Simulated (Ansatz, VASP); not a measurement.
ZrC: VASP beside Ansatz

```xyz
2
Lattice="0.0000 2.3545 2.3545 2.3545 0.0000 2.3545 2.3545 2.3545 0.0000" Properties=species:S:1:pos:R:3 pbc="T T T"
Zr    2.3545    2.3545    2.3545
C     0.0000    0.0000    0.0000
```

Alike in both runs: functional PBE; k mesh 16 × 16 × 16; occupations fermi-dirac, width 0.15 eV; no spin polarisation.

Ansatz relaxed the structure, and its values are those at the end. VASP's run is a single point on that final structure, the one shown.

```csv
,VASP,Ansatz
version,VASP 6.6.1,Ansatz 0.2.0
potentials or method,"VASP PAW PBE potentials, release 64 (Zr_sv, C)","scalar-relativistic, plane waves, PAW"
plane-wave cutoff (eV),520,420
valence electrons in the cell,16,16
```

```tsv
	VASP	Ansatz	Ansatz less VASP
gap on the k mesh at the Fermi level (eV)	none	none	-
pressure (GPa)	0.2	0.0	-0.25
```

A gap of «none» marks a metal or a gap that the smearing closes.
